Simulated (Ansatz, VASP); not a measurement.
# One calculation of W, 3 ways

The starting cell:

```
W
1.0
    -1.58234    1.58234    1.58234
     1.58234   -1.58234    1.58234
     1.58234    1.58234   -1.58234
W
1
Direct
  0.00000 0.00000 0.00000
```

Alike in all runs: task relaxation of cell and atoms; functional PBE; dispersion D4; k mesh 12 × 12 × 12; occupations fermi-dirac, width 0.05 eV; no spin polarisation; no spin-orbit coupling.

```tsv
program and potentials	plane-wave cutoff (eV)	notes	equilibrium volume (Å³/atom)
Ansatz, Ansatz PAW	420	-	15.80
Ansatz, all-electron LAPW, scalar-relativistic	-	-	15.80
VASP, PBE PAW files W_sv, 600 eV	600	-	15.83
```

The equilibrium volume spans 15.80 (Ansatz, Ansatz PAW) to 15.83 Å³/atom (VASP, PBE PAW files W_sv, 600 eV), with all-electron results at 15.80. Relaxations stop with a little pressure left, so the last digit of a volume isn't settled.

The functional is the same throughout but for its coding, so the spread measures potentials, basis and numerics; runs on potential files found faulty are left out.

The three runs put tungsten at practically the same volume, and the Ansatz PAW result coincides with the all-electron one at 15.80 Å³/atom. This suggests that the frozen core and the projectors add little error near equilibrium. The slightly larger VASP value is too close to the others to reveal a systematic fault in its potential.

Tungsten's bonding helps here. Its roughly half-filled d band occupies mostly bonding states and leaves the antibonding ones largely empty, which gives strong cohesion and a very stiff lattice. Small differences in the description of the core therefore shift the equilibrium volume only slightly.

The agreement supports the numerics, not the shared physical model. PBE alone tends to make tungsten slightly too large, and the attractive dispersion term probably offsets part of that expansion. Because conduction electrons screen such interactions strongly, a good volume could owe something to error cancellation. Nor does agreement at the minimum establish that the potentials would match under strong compression, where semicore overlap matters more.
